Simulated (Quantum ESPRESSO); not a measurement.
Runs of Quantum ESPRESSO 7.5 on CdO (Monteponite). It takes space group Fm-3m (No. 225, cubic). Conventional cell: a = 4.699 Å, b = 4.699 Å, c = 4.699 Å, α = 90.00°, β = 90.00°, γ = 90.00°. Cd (site symmetry m-3m) has 6 O at 2.35 Å as nearest neighbours. Around O (site symmetry m-3m) lie 6 Cd at 2.35 Å. 

```csv
level,potentials or basis,cutoff (eV),form of the LDA correlation,V0 of scaled cells (Å³/atom),B0 (GPa)
PBEsol,GBRV 1.5 PBEsol,612,-,13.01,(a)
PBE,GBRV 1.5 PBE,612,-,(b),126
LDA,GBRV 1.5 LDA,612,PZ81,12.57,162
PBE,Ansatz NC SR PBE,1238,-,13.54,126
```

Alike in all rows: task equation of state; no spin polarisation; cell as given; k mesh 10 × 10 × 10; smearing fermi-dirac 0.05 eV.

Q: Fill in the values left out.

A: (a) 145; (b) 13.65.
